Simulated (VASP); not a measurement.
# GaSe: relaxation of cell and atoms with PBE

Crystal: GaSe.

```xyz
8
Lattice="3.7420 0.0000 0.0000 -1.8710 3.2407 0.0000 0.0000 0.0000 15.9190" Properties=species:S:1:pos:R:3 pbc="T T T"
Ga    0.0000    2.1604    2.8177
Ga    1.8710    1.0802   10.7772
Ga    0.0000    2.1604    5.1418
Ga    1.8710    1.0802   13.1013
Se    0.0000    2.1604    9.5514
Se    1.8710    1.0802    1.5919
Se    0.0000    2.1604   14.3271
Se    1.8710    1.0802    6.3676
```

```
Program                : VASP 6.6.1
Task                   : relaxation of cell and atoms
Functional             : PBE
Potentials or basis    : VASP PAW PBE potentials, release 64 (Ga_d, Se)
Cutoff                 : 600 eV
k mesh                 : 12 × 12 × 2
Occupations            : gaussian, width 0.03 eV
Spin                   : no spin polarisation
Further INCAR settings : ALGO = Normal; EDIFF = 1e-06; IBRION = 2; EDIFFG = -0.01; NSW = 90; ISIF = 3
```

| Item | Value |
| --- | --- |
| Relaxed volume | 28.49 Å³/atom |
| Relaxed cell | a = 3.817 Å, b = 3.817 Å, c = 18.067 Å, α = 90.00°, β = 90.00°, γ = 120.00° |
| Space group after relaxing (to 0.05 Å) | P6_3/mmc (No. 194) |
| Energy gained by relaxing | 38.6 meV/atom |
| Ionic steps | 14 |
| Pressure after relaxing | 0.0 GPa |
| Largest force after relaxing | 0.004 eV/Å |
| Band gap on the k mesh | 1.29 eV, indirect (least direct gap 1.31 eV) |

Forces on the atoms (eV/Å):
```
Ga   0.000  0.000 -0.001
Ga   0.000  0.000 -0.001
Ga   0.000  0.000  0.001
Ga   0.000  0.000  0.001
Se   0.000  0.000 -0.004
Se   0.000  0.000 -0.004
Se   0.000  0.000  0.004
Se   0.000  0.000  0.004
```

Step by step:
```tsv
step	energy change (eV)	largest force (eV/Å)	pressure (GPa)	volume (Å³)
1	0.0000	1.2280	3.09	193.04
2	-0.2224	0.2384	-0.13	206.33
3	-0.2300	0.2077	0.29	204.05
4	-0.2443	0.1818	0.00	205.82
5	-0.2497	0.1545	-0.28	207.73
6	-0.2553	0.0989	0.22	207.05
7	-0.2554	0.1100	0.26	206.97
8	-0.2618	0.1022	0.20	207.84
9	-0.2776	0.0765	0.18	210.46
10	-0.2967	0.0218	0.11	215.68
11	-0.3057	0.1118	0.26	226.06
12	-0.2505	0.4054	-1.08	237.96
13	-0.3084	0.0122	-0.03	228.20
14	-0.3084	0.0039	0.00	227.95
```

Final structure:
```cif
data_structure
_symmetry_space_group_name_H-M 'P 1'
_symmetry_Int_Tables_number 1
_cell_length_a 3.8169
_cell_length_b 3.8169
_cell_length_c 18.0668
_cell_angle_alpha 90.000
_cell_angle_beta 90.000
_cell_angle_gamma 120.000
_cell_volume 227.95
loop_
_atom_site_label
_atom_site_type_symbol
_atom_site_fract_x
_atom_site_fract_y
_atom_site_fract_z
_atom_site_occupancy
Ga1 Ga 0.33333 0.66667 0.18167 1
Ga2 Ga 0.66667 0.33333 0.68167 1
Ga3 Ga 0.33333 0.66667 0.31833 1
Ga4 Ga 0.66667 0.33333 0.81833 1
Se1 Se 0.33333 0.66667 0.61671 1
Se2 Se 0.66667 0.33333 0.11671 1
Se3 Se 0.33333 0.66667 0.88329 1
Se4 Se 0.66667 0.33333 0.38329 1
```

Levels at points of the mesh, in eV from the valence-band top:
| k point | band 34 | band 35 | band 36 | band 37 | band 38 | band 39 | band 40 | band 41 | band 42 | band 43 |
| --- | --- | --- | --- | --- | --- | --- | --- | --- | --- | --- |
| (0.00, 0.00, 0.00) | -0.80 | -0.78 | -0.78 | -0.70 | -0.02 | 1.29 | 1.80 | 2.52 | 2.53 | 4.37 |
| (0.50, 0.00, 0.00) | -1.95 | -1.92 | -1.87 | -1.61 | -1.48 | 1.74 | 1.95 | 2.01 | 2.14 | 4.06 |
| (0.00, 0.00, 0.50) | -0.79 | -0.79 | -0.79 | -0.39 | -0.39 | 1.58 | 1.58 | 2.52 | 2.52 | 4.38 |
| (0.50, 0.00, 0.50) | -1.95 | -1.94 | -1.94 | -1.54 | -1.54 | 1.86 | 1.86 | 2.05 | 2.05 | 4.06 |

Wall time 17 min on 2 MPI ranks on Intel(R) Xeon(R) 6975P-C (Granite Rapids), on a shared host, peak memory 0.55 GiB a rank.

Caveat: the volume moved by over 15 % at a fixed basis, so the end points are rough; this functional lacks dispersion, which binds the layers, so the pressure and a relaxed spacing across them are unreliable, and here the layers came unbound; the volume moved by +18 % from the deposited cell, more than functionals usually miss. A hybrid or GW would open this gap; PBE tends to underestimate it.
